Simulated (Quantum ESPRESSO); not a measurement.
# PtS2: phonons at points of the zone under several settings

```
Pt S
1.0
     3.54320    0.00000    0.00000
    -1.77160    3.06850    0.00000
     0.00000    0.00000    5.03880
Pt S
1 2
Direct
  0.00000 0.00000 0.00000
  0.66667 0.33333 0.77300
  0.33333 0.66667 0.22700
```

All runs used Quantum ESPRESSO 7.5; potentials PseudoDojo 0.4.1 SR PBEsol standard; k mesh 4 × 4 × 2, shifted; given cell, atoms relaxed; no spin polarisation; cutoff 1143 eV; occupations smeared at first, fixed for the response.

```tsv
level	point	frequencies (cm⁻¹)
PBEsol	Γ (0.000, 0.000, 0.000)	0 0 0 303 303 309 309 317 329
PBEsol	A (0.000, 0.000, 0.500)	?
PBEsol	H (0.333, 0.333, 0.500)	132 179 179 283 283 313 329 329 360
PBEsol	K (0.333, 0.333, 0.000)	115 177 177 281 281 309 316 316 364
```

**Question.** What stands in the row left open?

**Answer.** Frequencies 10i 34 34 299 299 332 334 342 342 cm⁻¹.

Values marked i are imaginary: the cell is unstable against those modes at that level, or the meshes are too thin.

Caveats: all runs use coarse meshes; some modes are imaginary (some runs).

For the row left open. Caveat: the k mesh is coarse (spacing up to 0.62 Å⁻¹), so the values aren't converged; some modes are imaginary.
